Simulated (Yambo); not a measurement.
PbS (Galena): optical spectrum by the Bethe-Salpeter equation with PBEsol

The system is PbS (Galena).

```
Pb S
1.0
     0.00000    2.96575    2.96575
     2.96575    0.00000    2.96575
     2.96575    2.96575    0.00000
Pb S
1 1
Direct
  0.00000 0.00000 0.00000
  0.50000 0.50000 0.50000
```

```yaml
Program: Yambo 5.3.0
Task: optical spectrum by the Bethe-Salpeter equation
Functional: PBEsol
Potentials_or_basis: PseudoDojo 0.4.1 SR PBEsol standard
Cutoff: 762 eV
Density_cutoff: 3048 eV
k_mesh: 6 × 6 × 6
Occupations: fixed
Spin: no spin polarisation
k_mesh_of_the_self-consistent_run: 8 × 8 × 8
Random_integration_of_the_Coulomb_term: yes
Direction_of_the_field_or_of_q_to_0: x + y + z
Broadening: 0.05 eV
Kernel: adiabatic LDA
Terms_kept: resonant and antiresonant, uncoupled
Solver: diagonalisation
Correction_of_the_levels: scissor
Top_of_the_energy_range: 15 eV
Energy_points: 300
Scissor_shift: 0.06 eV
Bands_of_the_transition_space_first_last: "[9, 13]"
Bands_in_the_response: 50
Cutoff_of_the_response_matrix: 3 Ry
Cutoff_of_exchange_and_Vxc: 30 Ry
```

- Band gap on the k mesh, mean-field level: 0.26 eV, direct
- Lowest exciton energy: 0.32 eV
- Lowest bright exciton energy: 0.33 eV

Dielectric function (along the field direction of the input):
| energy (eV) | real part | imaginary part |
| --- | --- | --- |
| 0.25 | 78.99 | 34.24 |
| 0.75 | 6.82 | 1.55 |
| 1.25 | 15.46 | 0.71 |
| 1.76 | 30.03 | 4.43 |
| 2.26 | 8.95 | 3.47 |
| 2.76 | 43.44 | 13.67 |
| 3.26 | -0.45 | 13.78 |
| 3.76 | -9.63 | 10.80 |
| 4.31 | -4.56 | 5.92 |
| 4.82 | -4.54 | 1.86 |
| 5.32 | -6.44 | 9.57 |
| 5.82 | -4.92 | 2.23 |
| 6.32 | -3.64 | 0.90 |
| 6.82 | -0.40 | 4.47 |
| 7.32 | -1.93 | 4.44 |
| 7.88 | -2.10 | 1.71 |
| 8.38 | -2.99 | 0.50 |
| 8.88 | -1.82 | 0.07 |
| 9.38 | -1.32 | 0.04 |
| 9.88 | -0.98 | 0.03 |
| 10.38 | -0.73 | 0.02 |
| 10.89 | -0.53 | 0.02 |
| 11.44 | -0.35 | 0.01 |
| 11.94 | -0.22 | 0.01 |
| 12.44 | -0.10 | 0.01 |
| 12.94 | -0.01 | 0.01 |
| 13.44 | 0.08 | 0.01 |
| 13.95 | 0.15 | 0.01 |
| 14.45 | 0.22 | 0.01 |
| 15.00 | 0.28 | 0.01 |

Lowest exciton energies (eV): 0.32, 0.33, 0.33, 0.33, 1.91, 1.91, 1.91, 1.91

Excitons:
```csv
energy (eV),strength (relative to the strongest)
0.322,1.8e-19
0.329,1
0.329,1
0.329,1
1.907,0.0033
1.907,0.0059
1.907,4.3e-05
1.907,9.7e-07
1.907,1e-10
1.907,3.4e-06
1.907,8.8e-11
1.907,0.0046
```

It took 53 s on 1 thread of Arm Neoverse V1 (shared host).

Caveat: the LDA kernel is used on GGA states, which is inconsistent by a few percent; the scissor is the correction of the direct gap in an earlier G0W0 run on the same states; spectra need much finer meshes, so this one isn't converged; spin-orbit coupling is left out, which as a rule narrows the gap of such compounds by several tenths of an eV. A k mesh can miss the band edges.
